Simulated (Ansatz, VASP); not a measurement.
# One calculation of Ba, two programs

```
Ba
1.0
     4.12328    0.00000    0.03130
     0.00000    4.09531    0.00000
     0.03130    0.00000    4.05053
Ba
1
Direct
  0.00000 0.00000 0.00000
```

Alike in both runs: task single point; functional PBE; k mesh 10 × 10 × 10; occupations gaussian, width 0.1 eV; no spin polarisation.

```csv
,VASP,Ansatz
version,VASP 6.6.1,Ansatz 0.2.0
potentials or method,"VASP PAW PBE potentials, release 64 (Ba_sv)","scalar-relativistic, plane waves, PAW"
plane-wave cutoff (eV),520,420
valence electrons in the cell,10,10
```

|  | VASP | Ansatz | Ansatz less VASP |
| --- | --- | --- | --- |
| gap on the k mesh at the Fermi level (eV) | 0.01 | 0.01 | -0.004 |
| least direct gap on the mesh (eV) | 0.02 | 0.02 | -0.005 |
| pressure (GPa) | -0.6 | -0.6 | -0.06 |
| largest component of the traceless stress (GPa) | 0.25 | 0.24 | -0.006 |

With one functional, cell and mesh, what is left measures potentials, basis and numerics.

Caveats: spin-orbit coupling is left out, which moves the levels of the heavy elements.
